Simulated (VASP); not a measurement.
# Ir (Fm-3m) in VASP: a series of runs

The runs below take Ir through relaxation of cell and atoms, with PBEsol, LDA.

All numbers are computed with VASP 6.6.1; they aren't measurements. Logs are shortened: lines on timing, memory, paths and dates and some standing lists are left out, and cuts for length are marked.

### 1 The crystal as given

Symmetry: Fm-3m, No. 225, cubic system. The conventional cell has a = 3.854 Å, b = 3.854 Å, c = 3.854 Å, α = 90.00°, β = 90.00°, γ = 90.00°. Ir (site symmetry m-3m) has 12 Ir at 2.73 Å as nearest neighbours.

### 2 Relaxation of cell and atoms, PBEsol

INCAR

```
SYSTEM = Ir
PREC = Accurate ; ENCUT = 600
EDIFF = 1E-7 ; ISMEAR = 0
SIGMA = 0.1 ; LREAL = .FALSE.
LASPH = .TRUE. ; NELM = 80
ALGO = Normal ; ISIF = 3
LWAVE = .FALSE. ; LCHARG = .FALSE.
GGA = PS ; IBRION = 2
NSW = 90 ; EDIFFG = -0.005
```

KPOINTS

```
Automatic mesh
0
G
  18 18 18
  0 0 0
```

POSCAR

```
Ir
1.0
    0.0000000000      1.9269646700      1.9269646700
    1.9269646700      0.0000000000      1.9269646700
    1.9269646700      1.9269646700      0.0000000000
Ir
1
Direct
    0.0000000000      0.0000000000      0.0000000000
```

Potentials or basis: VASP PAW PBE potentials, release 64 (Ir).

Started as:

```bash
$ cat potpaw_PBE.64/Ir/POTCAR > POTCAR
$ mpirun -np 1 vasp_std > vasp.out
```

OUTCAR:

```text
SYSTEM = Ir
   PREC = Accurate
   ENCUT = 600
   EDIFF = 1E-7
   ISMEAR = 0
   LREAL = .FALSE.
   LASPH = .TRUE.
   NELM = 80
   ISIF = 3
   GGA = PS
   IBRION = 2
   NSW = 90
   EDIFFG = -0.005

 ion  position               nearest neighbor table
   1  0.000  0.000  0.000-

  LATTYP: Found a face centered cubic cell.
 ALAT       =     3.8539293400

  Lattice vectors:

 A1 = (   0.0000000000,   1.9269646700,   1.9269646700)
 A2 = (   1.9269646700,   0.0000000000,   1.9269646700)
 A3 = (   1.9269646700,   1.9269646700,   0.0000000000)

Analysis of symmetry for initial positions (statically):
=====================================================================
 Subroutine PRICEL returns:
 Original cell was already a primitive cell.

 Routine SETGRP: Setting up the symmetry group for a
 face centered cubic supercell.

 Subroutine GETGRP returns: Found 48 space group operations
 (whereof 48 operations were pure point group operations)
 out of a pool of 48 trial point group operations.

The static configuration has the point symmetry O_h .

Analysis of symmetry for dynamics (positions and initial velocities):
=====================================================================
 Subroutine PRICEL returns:
 Original cell was already a primitive cell.

 Routine SETGRP: Setting up the symmetry group for a
 face centered cubic supercell.

 Subroutine GETGRP returns: Found 48 space group operations
 (whereof 48 operations were pure point group operations)
 out of a pool of 48 trial point group operations.

The dynamic configuration has the point symmetry O_h .

 Subroutine INISYM returns: Found 48 space group operations
 (whereof 48 operations are pure point group operations),
 and found     1 'primitive' translations

----------------------------------------------------------------------------------------

                                     Primitive cell

  volume of cell :      14.3104

  direct lattice vectors                    reciprocal lattice vectors
     0.000000000  1.926964670  1.926964670    -0.259475437  0.259475437  0.259475437
     1.926964670  0.000000000  1.926964670     0.259475437 -0.259475437  0.259475437
     1.926964670  1.926964670  0.000000000     0.259475437  0.259475437 -0.259475437

  length of vectors
     2.725139571  2.725139571  2.725139571     0.449424640  0.449424640  0.449424640

  position of ions in fractional coordinates (direct lattice)
     0.000000000  0.000000000  0.000000000

  ion indices of the primitive-cell ions
   primitive index   ion index
                 1           1

----------------------------------------------------------------------------------------

 KPOINTS: Automatic mesh

Automatic generation of k-mesh.
 Grid dimensions read from file:
 generate k-points for:   18   18   18

 Generating k-lattice:

  Cartesian coordinates                     Fractional coordinates (reciprocal lattice)
    -0.014415302  0.014415302  0.014415302     0.055555556  0.000000000  0.000000000
     0.014415302 -0.014415302  0.014415302     0.000000000  0.055555556  0.000000000
     0.014415302  0.014415302 -0.014415302     0.000000000  0.000000000  0.055555556

  Length of vectors
     0.024968036  0.024968036  0.024968036

  Shift w.r.t. Gamma in fractional coordinates (k-lattice)
     0.000000000  0.000000000  0.000000000

 Subroutine IBZKPT returns following result:
 ===========================================

 Found    195 irreducible k-points:

 Following reciprocal coordinates:
            Coordinates               Weight
  0.000000  0.000000  0.000000      1.000000
  0.055556  0.000000  0.000000      8.000000
  0.111111  0.000000  0.000000      8.000000
  0.166667  0.000000  0.000000      8.000000
  0.222222  0.000000  0.000000      8.000000
  0.277778  0.000000  0.000000      8.000000
[... 16 lines left out ...]
 -0.277778  0.055556  0.000000     24.000000
 -0.222222  0.055556  0.000000     24.000000
 [... further k-points ...]
   k-points           NKPTS =    195   k-points in BZ     NKDIM =    195   number of bands    NBANDS=      8
   number of dos      NEDOS =    301   number of ions     NIONS =      1
   total plane-waves  NPLWV =  13824
   dimension x,y,z NGX =    24 NGY =   24 NGZ =   24
   dimension x,y,z NGXF=    48 NGYF=   48 NGZF=   48
   ions per type =               1
   NGX,Y,Z   is equivalent  to a cutoff of  14.64, 14.64, 14.64 a.u.
   NGXF,Y,Z  is equivalent  to a cutoff of  29.28, 29.28, 29.28 a.u.
 SYSTEM =  Ir
   PREC   = accura    normal or accurate (medium, high low for compatibility)
   ISTART =      0    job   : 0-new  1-cont  2-samecut
   ICHARG =      2    charge: 1-file 2-atom 10-const
   ISPIN  =      1    spin polarized calculation?
   LNONCOLLINEAR =      F non collinear calculations
   LSORBIT =      F    spin-orbit coupling
   LASPH  =      T    aspherical Exc in radial PAW
   ENCUT  =  600.0 eV  44.10 Ry    6.64 a.u.   5.44  5.44  5.44*2*pi/ulx,y,z
   NELM   =     80;   NELMIN=  2; NELMDL= -5     # of ELM steps
   EDIFF  = 0.1E-06   stopping-criterion for ELM
   LREAL  =      F    real-space projection
   EDIFFG = -.5E-02   stopping-criterion for IOM
   NSW    =     90    number of steps for IOM
   IBRION =      2    ionic relax: 0-MD 1-quasi-New 2-CG
   NFREE  =      1    steps in history (QN), initial steepest desc. (CG)
   ISIF   =      3    stress and relaxation
   ISYM   =      2    0-nonsym 1-usesym 2-fastsym
   POTIM  = 0.5000    time-step for ionic-motion
   TEBEG  =    0.0;   TEEND  =   0.0 temperature during run
   PSTRESS=    0.0 pullay stress
   NELECT =       9.0000    total number of electrons
   NUPDOWN=      -1.0000    fix difference up-down
   EMIN   =  10.00;   EMAX   =-10.00  energy-range for DOS
   EFERMI =   0.00;   METHOD = LEGACY
   ISMEAR =     0;   SIGMA  =   0.10  broadening in eV -4-tet -1-fermi 0-gaus
   EFERMI_NEDOS =   21; number of points for ismear=-14 and -15
   IALGO  =     38    algorithm
   IMIX   =      4    mixing-type and parameters
     AMIX     =   0.40;   BMIX     =  1.00
     AMIX_MAG =   1.60;   BMIX_MAG =  1.00
  volume/ion in A,a.u.               =      14.31        96.57
  Fermi-wavevector in a.u.,A,eV,Ry     =   1.402615  2.650559 26.767147  1.967330
  Thomas-Fermi vector in A             =   2.525359
   LORBIT       =      0    0 simple, 1 ext, 2 COOP (PROOUT), +10 PAW based schemes
   GGA     = PS    functional components
   LHFCALC =     F    Hartree Fock is set to
   AEXX    =    0.0000 exact exchange contribution
   IVDW    =     0    specifies the selected vdW correction
   LEPSILON=     F    determine dielectric tensor
   LRPA    =     F    only Hartree local field effects (RPA)
 conjugate gradient relaxation of ions
 non-spin polarized calculation
 Gauss-broadening in eV      SIGMA  =   0.10
  energy-cutoff  :      600.00
  volume of cell :       14.31
 maximum number of plane-waves:       531
 NGX is ok and might be reduce to    24
   NGX = 11   NGY = 11   NGZ = 11

--------------------------------------- Ionic step        1  -------------------------------------------

 number of electron       9.0000000 magnetization

 Free energy of the ion-electron system (eV)
  ---------------------------------------------------
  ext. energy  EPLUGINS =         0.00000000
  ---------------------------------------------------
  free energy    TOTEN  =        -9.81924421 eV

  energy without entropy =       -9.81403764  energy(sigma->0) =       -9.81664092

------------------------ aborting loop because EDIFF is reached ----------------------------------------

  FORCE on cell =-STRESS in cart. coord.  units (eV):
  Direction    XX          YY          ZZ          XY          YZ          ZX
  --------------------------------------------------------------------------------------
  -------------------------------------------------------------------------------------
  Total       -0.5260973     -0.5260973     -0.5260973     -0.0000000      0.0000000      0.0000000
  in kB      -58.9013747    -58.9013747    -58.9013747     -0.0000000      0.0000000      0.0000000
  external PRESSURE =     -58.9013747 kB  Pullay stress =       0.0000000 kB

 VOLUME and BASIS-vectors are now :
 -----------------------------------------------------------------------------
  energy-cutoff  :      600.00
  volume of cell :       14.31
      direct lattice vectors                 reciprocal lattice vectors
     0.000000000  1.926964670  1.926964670    -0.259475437  0.259475437  0.259475437
     1.926964670  0.000000000  1.926964670     0.259475437 -0.259475437  0.259475437
     1.926964670  1.926964670  0.000000000     0.259475437  0.259475437 -0.259475437
[... 71 lines left out ...]
 POSITION                                       TOTAL-FORCE (eV/Angst)
 -----------------------------------------------------------------------------------
      0.00000      0.00000      0.00000         0.000000      0.000000     -0.000000
 -----------------------------------------------------------------------------------
    total drift:                               -0.000000      0.000000     -0.000000

  FREE ENERGIE OF THE ION-ELECTRON SYSTEM (eV)
  ---------------------------------------------------
  free  energy   TOTEN  =        -9.8234315820 eV

  energy  without entropy=       -9.8183759540  energy(sigma->0) =       -9.82090377

--------------------------------------- Ionic step        4  -------------------------------------------

 number of electron       9.0000000 magnetization

 Free energy of the ion-electron system (eV)
  ---------------------------------------------------
  ext. energy  EPLUGINS =         0.00000000
  ---------------------------------------------------
  free energy    TOTEN  =        -9.82343481 eV

  energy without entropy =       -9.81838284  energy(sigma->0) =       -9.82090883

 E-fermi :  10.3570     XC(G=0): -14.1264

 val. band max:       10.3500720883   @ k =   0.5000   0.2222   0.1111
 cond. band min:      10.3664065402   @ k =   0.3333   0.1111   0.0556
 fundamental gap:      0.0163344519
 Fermi energy:        10.3569803694

 k-point     1 :       0.0000    0.0000    0.0000
  band No.  band energies     occupation
      1      -0.9168      2.00000
      2       6.3913      2.00000
      3       6.3913      2.00000
      4       6.3913      2.00000
      5       9.1254      2.00000
      6       9.1254      2.00000
      7      24.6303      0.00000
      8      30.2294      0.00000

 k-point     2 :       0.0556    0.0000    0.0000
  band No.  band energies     occupation
      1      -0.7785      2.00000
      2       6.3163      2.00000
      3       6.4519      2.00000
      4       6.4519      2.00000
      5       9.0857      2.00000
      6       9.0857      2.00000
      7      24.8711      0.00000
      8      29.4770      0.00000
[... 221 lines left out ...]
 k-point    23 :      -0.2778    0.0556    0.0000
  band No.  band energies     occupation
      1       1.8891      2.00000
      2       6.0560      2.00000
      3       6.7060      2.00000
      4       6.8157      2.00000
      5       9.3142      2.00000
      6      10.2401      1.90176
      7      22.8455      0.00000
      8      26.6629      0.00000

 k-point    24 :      -0.2222    0.0556    0.0000
  band No.  band energies     occupation
      1       1.3112      2.00000
      2       5.7136      2.00000
      3       6.8545      2.00000
      4       6.9480      2.00000
      5       8.8265      2.00000
      6       9.6960      2.00000
      7      24.4690      0.00000
      8      27.2973      0.00000

 [... further k-points ...]

------------------------ aborting loop because EDIFF is reached ----------------------------------------

  FORCE on cell =-STRESS in cart. coord.  units (eV):
  Direction    XX          YY          ZZ          XY          YZ          ZX
  --------------------------------------------------------------------------------------
  -------------------------------------------------------------------------------------
  Total       -0.0011632     -0.0011632     -0.0011632      0.0000000      0.0000000     -0.0000000
  in kB       -0.1322977     -0.1322977     -0.1322977      0.0000000      0.0000000     -0.0000000
  external PRESSURE =      -0.1322977 kB  Pullay stress =       0.0000000 kB

 VOLUME and BASIS-vectors are now :
 -----------------------------------------------------------------------------
  energy-cutoff  :      600.00
  volume of cell :       14.09
      direct lattice vectors                 reciprocal lattice vectors
    -0.000000000  1.916897536  1.916897536    -0.260838146  0.260838146  0.260838146
     1.916897536  0.000000000  1.916897536     0.260838146 -0.260838146  0.260838146
     1.916897536  1.916897536 -0.000000000     0.260838146  0.260838146 -0.260838146

 POSITION                                       TOTAL-FORCE (eV/Angst)
 -----------------------------------------------------------------------------------
      0.00000      0.00000      0.00000         0.000000      0.000000     -0.000000
 -----------------------------------------------------------------------------------
    total drift:                               -0.000000      0.000000     -0.000000

  FREE ENERGIE OF THE ION-ELECTRON SYSTEM (eV)
  ---------------------------------------------------
  free  energy   TOTEN  =        -9.8234348146 eV

  energy  without entropy=       -9.8183828378  energy(sigma->0) =       -9.82090883

 reached required accuracy - stopping structural energy minimisation
```

It took 32 s on 1 thread of Intel Xeon Platinum 8488C (Sapphire Rapids), shared host; peak memory 0.18 GiB.

What came out:

```yaml
Free_energy: -9.8234 eV
Relaxed_volume: 14.09 Å³/atom
Relaxed_cell: a = 2.711 Å, b = 2.711 Å, c = 2.711 Å, α = 60.00°, β = 60.00°, γ = 60.00°
Space_group_after_relaxing_to_0.05_Å: Fm-3m (No. 225)
Energy_gained_by_relaxing: 4.2 meV/atom
Ionic_steps: 4
Pressure_after_relaxing: 0.0 GPa
Band_gap_on_the_k_mesh: none (metal or under the smearing width)
```

The path:
```csv
step,energy change (eV),largest force (eV/Å),pressure (GPa),volume (Å³)
1,0.0000,0.0000,-5.89,14.31
2,0.0644,0.0000,27.92,13.25
3,-0.0042,0.0000,-0.16,14.09
4,-0.0042,0.0000,-0.01,14.09
```

Final structure:
```
Ir
1.0
     0.00000    1.91690    1.91690
     1.91690    0.00000    1.91690
     1.91690    1.91690    0.00000
Ir
1
Direct
  0.00000 0.00000 0.00000
```

Caveat: the PAW data sets were made with another functional, which shifts forces and pressure a little. Spin-orbit coupling is left out, which matters for the levels of Ir.

### 3 Relaxation of cell and atoms, LDA

Edit INCAR of step 2 so:

```diff
@@ -7,3 +7,3 @@
 LWAVE = .FALSE. ; LCHARG = .FALSE.
-GGA = PS ; IBRION = 2
-NSW = 90 ; EDIFFG = -0.005
+IBRION = 2 ; NSW = 90
+EDIFFG = -0.005
```

KPOINTS is that of step 2.

POSCAR is that of step 2.

Potentials or basis: VASP PAW LDA potentials, release 64 (Ir).

Started as:

```bash
$ cat potpaw_LDA.64/Ir/POTCAR > POTCAR
$ mpirun -np 1 vasp_std > vasp.out
```

Wall time 42 s (1 thread of Intel Xeon Platinum 8488C (Sapphire Rapids), shared host); peak memory 0.18 GiB.

The run converged. Its results:

| Quantity | Value |
| --- | --- |
| Free energy | -10.3294 eV |
| Relaxed volume | 13.93 Å³/atom |
| Relaxed cell | a = 2.701 Å, b = 2.701 Å, c = 2.701 Å, α = 60.00°, β = 60.00°, γ = 60.00° |
| Space group after relaxing (to 0.05 Å) | Fm-3m (No. 225) |
| Energy gained by relaxing | 12.5 meV/atom |
| Ionic steps | 7 |
| Pressure after relaxing | 0.0 GPa |
| Band gap on the k mesh | none (metal or under the smearing width) |

Step by step:
| step | energy change (eV) | largest force (eV/Å) | pressure (GPa) | volume (Å³) |
| --- | --- | --- | --- | --- |
| 1 | 0.0000 | 0.0000 | -10.21 | 14.31 |
| 2 | 0.2159 | 0.0000 | 57.18 | 12.50 |
| 3 | -0.0125 | 0.0000 | -0.54 | 13.95 |
| 4 | -0.0125 | 0.0000 | -0.10 | 13.93 |
| 5 | -0.0125 | 0.0000 | 0.13 | 13.92 |
| 6 | -0.0125 | 0.0000 | -0.40 | 13.94 |
| 7 | -0.0125 | 0.0000 | -0.01 | 13.93 |

Final structure:
```yaml
crystal:
  lattice:
    - [0.00000, 1.90965, 1.90965]
    - [1.90965, 0.00000, 1.90965]
    - [1.90965, 1.90965, 0.00000]
  atoms:
    - { symbol: Ir, position: [0.00000, 0.00000, 0.00000] }
```

Levels at points of the mesh, in eV from the Fermi level:
```tsv
k point	band 2	band 3	band 4	band 5	band 6	band 7
(0.00, 0.00, 0.00)	-4.04	-4.04	-4.04	-1.25	-1.25	14.28
(0.50, 0.00, 0.00)	-4.14	-4.14	-0.79	0.89	0.89	7.39
(0.50, 0.50, 0.00)	-7.57	0.88	1.48	1.48	1.71	10.70
```

Spin-orbit coupling is left out, which matters for the levels of Ir.
